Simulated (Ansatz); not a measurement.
Fe2Ge under changes of volume

One of the cells (13.144 Å³/atom); the others are scaled copies at fixed shape and fractional positions:

```
Ge Fe
1.0
     4.16363    0.00000    0.00000
    -2.08182    3.60581    0.00000
     0.00000    0.00000    2.62647
Ge Fe
1 2
Direct
  0.00000 0.00000 0.00000
  0.33333 0.66667 0.50000
  0.66667 0.33333 0.50000
```

The cell comes from a database or a generator and needn't be the stable form of this composition.

* Program: Ansatz 0.2.0
* Functional: LDA
* Potentials or basis: all-electron LAPW, scalar-relativistic
* Cutoff: 307 eV (chosen from the basis error)
* Basis error allowed: 0.002 eV/atom
* k mesh: 7 × 7 × 10
* Occupations: fermi-dirac, width 0.05 eV
* Spin: collinear spin, ferromagnetic start
* Starting moments: [0.0, 3.0, 3.0] μB

```tsv
volume (Å³/atom)	energy over the lowest point (meV/atom)	pressure (GPa)	moment (μB per cell)
12.355	0.00	-9.3	4.10
12.618	16.58	-11.1	4.35
12.881	36.00	-12.6	4.59
13.144	?	?	?
13.407	80.91	-15.5	4.92
13.670	107.61	-17.0	5.01
13.933	136.51	-18.2	5.12
```

Problem. What does the run at 13.144 Å³/atom give?

Solution. Energy over the lowest point 57.18 meV/atom; pressure -13.9 GPa; moment 4.80 μB per cell.

Worked out: A Birch-Murnaghan fit of order 3 (a polynomial in V^(-2/3)) to the other rows has no minimum within the range. It gives 57.19 meV/atom at 13.144 Å³/atom, against the run's 57.18, and -dE/dV = -13.8 GPa, against -13.9. A parabola through the other rows of the moment, of slope 0.64 μB per Å³/atom there, gives 4.76 μB, against the run's 4.80.

Energies are extrapolated to zero smearing.
